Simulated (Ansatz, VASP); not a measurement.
# Two plane-wave programs on InAs

```
In As
1.0
     0.00000    2.72806    2.72806
     2.72806    0.00000    2.72806
     2.72806    2.72806    0.00000
In As
1 1
Direct
  0.00000 0.00000 0.00000
  0.25000 0.25000 0.25000
```

Change from the starting cell: volume scaled by 0.72, PAW files.

Alike in both runs: task single point; functional PBEsol; k mesh 11 × 11 × 11; occupations fermi-dirac, width 0.08 eV; no spin polarisation.

|  | VASP | Ansatz |
| --- | --- | --- |
| version | VASP 6.6.1 | Ansatz 0.2.0 |
| potentials or method | VASP PAW PBE potentials, release 64 (In_d, As) | PAW with Ansatz's default frozen-core files, scalar-relativistic |
| plane-wave cutoff (eV) | 520 | 420 |
| valence electrons in the cell | 18 | 28 |

|  | VASP | Ansatz | Ansatz less VASP |
| --- | --- | --- | --- |
| pressure (GPa) | 39.6 | 39.3 | -0.30 |

With one functional, cell and mesh, what is left measures potentials, basis and numerics. The two sets of potentials don't hold the same shells in valence.

Caveats: so large a pressure means that the cell lies far from this level's equilibrium, or that cutoff or potentials fall short (VASP); the potentials were made for another functional, which shifts forces and pressure (VASP). A k mesh can miss the band edges.
